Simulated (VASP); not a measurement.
Si23W (a cell with a defect): single point with PBEsol

Crystal: Si23W (a cell with a defect).

```
CELL_PARAMETERS angstrom
0.00000 8.15550 8.15550
5.43700 0.00000 5.43700
5.43700 5.43700 0.00000
ATOMIC_POSITIONS crystal
W 0.99664 0.99965 0.00024
Si 0.99977 0.99776 0.50120
Si 0.99912 0.50131 0.99800
Si 0.99897 0.50093 0.50189
Si 0.33262 0.00254 0.99973
Si 0.33741 0.99934 0.49576
Si 0.33685 0.49789 0.99768
Si 0.33318 0.50090 0.49885
Si 0.66845 0.99901 0.99722
Si 0.66460 0.99978 0.50448
Si 0.66350 0.50702 0.99848
Si 0.66666 0.50007 0.49886
Si 0.08428 0.12782 0.12786
Si 0.08807 0.12664 0.61370
Si 0.08748 0.61286 0.12770
Si 0.08400 0.62426 0.62458
Si 0.42008 0.12333 0.12131
Si 0.41508 0.12653 0.62634
Si 0.41407 0.62922 0.12466
Si 0.41696 0.62493 0.62338
Si 0.73747 0.13389 0.13139
Si 0.75084 0.12574 0.62339
Si 0.75023 0.62520 0.12440
Si 0.74935 0.62514 0.62402
```

```yaml
Program: VASP 6.6.1
Task: single point
Functional: PBEsol
Potentials_or_basis: VASP PAW PBE potentials, release 64 (W_sv, Si)
Cutoff: 350 eV
k_mesh: 2 × 3 × 3
Occupations: gaussian, width 0.03 eV
Spin: collinear spin, ferromagnetic start
Starting_moments: "[2.0, 0.0, 0.0, 0.0, 0.0, 0.0, 0.0, 0.0, 0.0, 0.0, 0.0, 0.0, 0.0, 0.0, 0.0, 0.0, 0.0, 0.0, 0.0, 0.0, 0.0, 0.0, 0.0, 0.0] μB"
Fixed_moment: 2 μB
Dq: 0
Further_INCAR_settings: LREAL = Auto; ALGO = Normal; EDIFF = 1e-05; NBANDS = 75; ISYM = 0
```

The pressure is 0.8 GPa, the largest force is 0.212 eV/Å and the net moment is 2.00 μB per cell. The site moments are W +1.19; Si +0.03, +0.02, +0.01, -0.00, -0.01, -0.02, +0.00 μB. The valence electrons inside the program's atomic spheres are W 12.09; Si 1.69, 1.70, 1.72, 1.73.

Forces in eV/Å, atoms in the order of the input:
```
W    0.004  0.005 -0.001
Si   0.011 -0.009 -0.035
Si   0.003 -0.027 -0.004
Si   0.021 -0.017 -0.015
Si  -0.029  0.024  0.014
Si  -0.011  0.015  0.003
Si  -0.008  0.007  0.001
Si  -0.007  0.009 -0.008
Si  -0.010 -0.004 -0.005
Si  -0.007  0.016 -0.009
Si  -0.014  0.002  0.012
Si  -0.002  0.001  0.009
Si  -0.125 -0.128 -0.113
Si   0.109  0.094 -0.089
Si   0.113 -0.105  0.106
Si  -0.011  0.004  0.013
Si   0.021  0.001  0.003
Si  -0.003 -0.003 -0.008
Si  -0.008  0.000  0.008
Si   0.009  0.005  0.017
Si  -0.105  0.106  0.105
Si   0.013 -0.001 -0.007
Si   0.020  0.004 -0.008
Si   0.016  0.001  0.009
```

Stress tensor (GPa, compression positive):
```
 0.84 -0.04 -0.06
-0.04  0.85  0.07
-0.06  0.07  0.85
```

It took 6.7 min on 1 thread of Intel(R) Xeon(R) Platinum 8559C (Emerald Rapids), on a shared host, peak memory 0.63 GiB.

Caveat: the PAW data sets were made with another functional, which shifts forces and pressure a little; the total moment is fixed, so each spin has its own Fermi level. Spin-orbit coupling is left out, which matters for the levels of W.
